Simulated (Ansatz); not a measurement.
Energy landscape near a Ti structure

Theory: DFT PBE, scalar-relativistic, plane waves, PAW (Ansatz).

Cutoff 420 eV; k points 10×10×14 on the computed 3-atom cell (Γ-centred); Gaussian smearing, width 0.10 eV; no spin polarisation.

Reference cell:

```yaml
crystal:
  lattice:
    - [4.56737, 0.00000, 0.00000]
    - [-2.28369, 3.95546, 0.00000]
    - [0.00000, 0.00000, 2.82624]
  atoms:
    - { symbol: Ti, position: [0.00000, 0.00000, 0.00000] }
    - { symbol: Ti, position: [0.33333, 0.66667, 0.50000] }
    - { symbol: Ti, position: [0.66667, 0.33333, 0.50000] }
```

Each variant moves atoms of this cell by the vectors given, if any (Å), and then applies a symmetric strain (tensor components, Cartesian axes). The reference cell isn't relaxed at this level. Energies are per atom at zero smearing, counted from the lowest variant. Pressure is positive in compression.

1. strain (xx yy zz yz xz xy, %) -1.07 -1.25 0.29 0.15 1.00 -0.29; moves: Ti1 (0.023, -0.077, -0.107); Ti2 (-0.058, 0.161, -0.003); Ti3 (0.035, -0.084, 0.110)
2. strain (xx yy zz yz xz xy, %) 2.07 1.37 0.22 -0.60 0.00 0.00; moves: Ti1 (0.000, 0.022, 0.012); Ti2 (0.000, -0.008, 0.024); Ti3 (0.000, -0.014, -0.036)
3. strain (xx yy zz yz xz xy, %) -1.35 -3.67 -3.12 1.90 -2.00 -1.20; moves: Ti1 (0.165, 0.030, 0.052); Ti2 (-0.086, -0.086, -0.102); Ti3 (-0.079, 0.056, 0.049)

| variant | ΔE (meV/atom) | P (GPa) | largest force (eV/Å) | gap on mesh (eV) | space group |
| --- | --- | --- | --- | --- | --- |
| 1 | 80.6 | 4.87 | 1.49 | 0 | P1 |
| 2 | ? | ? | ? | ? | ? |
| 3 | 123.3 | 14.04 | 1.38 | 0 | P1 |

Give the withheld rows.

```json
{"variant": "2", "ΔE (meV/atom)": "0.0", "P (GPa)": "-2.97", "largest force (eV/Å)": "0.16", "gap on mesh (eV)": "0", "space group": "Cm"}
```

This form isn't the element's structure at ambient conditions.

Cost: 3 runs of about 5.4 core-minutes in all, on Arm Neoverse N1 (shared hosts).